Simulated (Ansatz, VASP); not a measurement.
One calculation of AlN, two programs

The input INCAR:

```
  PREC = Accurate
  ENCUT = 520
  EDIFF = 1E-6
  ISMEAR = 0
  SIGMA = 0.05
  LREAL = False
  LASPH = True
  NELM = 100
  ALGO = Normal
  ISIF = 2
  LWAVE = False
  LCHARG = False
  GGA = PE
  NBANDS = 16
```

File KPOINTS:

```
Automatic mesh
0
Gamma
  9 9 6
```

POSCAR

```
AlN
1.0
    3.3121157418      0.0000000000      0.0000000000
   -1.6560578709      2.8683763727      0.0000000000
    0.0000000000      0.0000000000      4.1875630000
Al N
2 2
Direct
    0.2810389408      0.5620778816      0.7500000000
    0.6666666667      0.3333333333      0.2500000000
    0.3333333333      0.6666666667      0.2500000000
    0.6666666667      0.3333333333      0.7500000000
```

Input for Ansatz:

```yaml
crystal:
  lattice:
    - [3.3121157418, 0.0, 0.0]
    - [-1.6560578709, 2.8683763727, 0.0]
    - [0.0, 0.0, 4.187563]
  atoms:
    - { symbol: Al, position: [0.2810389408, 0.5620778816, 0.75] }
    - { symbol: Al, position: [0.6666666667, 0.3333333333, 0.25] }
    - { symbol: "N", position: [0.3333333333, 0.6666666667, 0.25] }
    - { symbol: "N", position: [0.6666666667, 0.3333333333, 0.75] }
basis:
  ecutwfc: 420
kpoints:
  mp_grid: { grid: [9, 9, 6] }
hamiltonian:
  xc: pbe
scf:
  occupations: { method: gaussian, width: 0.05 }
output:
  forces: true
  stress: true
  eigenvalues: true
```

Alike in both runs: task single point; functional PBE; k mesh 9 × 9 × 6; occupations gaussian, width 0.05 eV; no spin polarisation.

|  | VASP | Ansatz |
| --- | --- | --- |
| version | VASP 6.6.1 | Ansatz 0.2.0 |
| potentials or method | VASP PAW PBE potentials, release 64 (Al, N) | scalar-relativistic, plane waves, PAW |
| plane-wave cutoff (eV) | 520 | 420 |
| valence electrons in the cell | 16 | 16 |

```csv
,VASP,Ansatz,Ansatz less VASP
gap on the k mesh at the Fermi level (eV),3.12,3.11,-0.010
least direct gap on the mesh (eV),3.12,3.11,-0.010
pressure (GPa),5.0,5.3,+0.23
largest component of the traceless stress (GPa),13.74,13.75,+0.010
rms of the force components (eV/Å),1.135,1.133,-0.0029
```

Atom by atom the forces differ by 0.003 eV/Å (rms over components).

Caveats: forces of over 1 eV/Å show positions far from the minimum, so gaps and moduli don't describe the material at rest.
